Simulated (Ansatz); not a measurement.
# ZnSe: experiment and calculation

**The experiment to reproduce.**

A printed reference work (monograph) reports, for a bulk crystal of ZnSe: lattice constant a 5.667 Å.

From a printed reference work (textbook), for a bulk crystal of ZnSe at 300 K: band gap 2.58 eV (direct).

How close the calculation comes is told at the end.

All numbers below come from DFT PBE, scalar-relativistic, plane waves, PAW (Ansatz).

Plane waves to 420 eV, a k mesh through Γ of 8×8×8 on the computed 2-atom cell and Gaussian smearing (0.02 eV); no spin polarisation.

Relaxed structure:

```
CELL_PARAMETERS angstrom
0.00000 2.86592 2.86592
2.86592 0.00000 2.86592
2.86592 2.86592 0.00000
ATOMIC_POSITIONS crystal
Zn 0.00000 0.00000 0.00000
Se 0.25000 0.25000 0.25000
```

| Item | Value |
| --- | --- |
| Space group | F-43m (No. 216) |
| Volume per atom | 23.54 Å³ |
| Formation energy from the elements' standard states (uncorrected) | -0.713 eV/atom |
| Kohn–Sham band gap | 1.15 eV |
| Orbital (Löwdin) character of the top 1 eV of the valence band | Se 4p 90 % |
| Orbital (Löwdin) character of the lowest 1 eV of the conduction band | Zn 4s 56 %, Se 4p 21 %, Se 4s 20 % |
| Bulk modulus | 57 GPa |
| Its pressure derivative | 4.5 |
| Bader charge by site (e) | Zn (1 in the cell) 0.75, Se (1 in the cell) -0.75 |

Measured lattice constant a of ZnSe: 5.667 Å (a printed reference work (monograph)). This calculation gives 5.732 Å (+1.1 %). The calculation is for 0 K without zero-point motion. Against the measured band gap of ZnSe, 2.58 eV (direct; 300 K; a printed reference work (textbook)), the calculated 1.15 eV is off by -1.43 eV. Kohn–Sham gaps of semilocal functionals fall short of measured ones as a rule.

It was relaxed from a cell as deposited in COD. Löwdin shares on free-atom orbitals overweight diffuse shells in the empty bands.
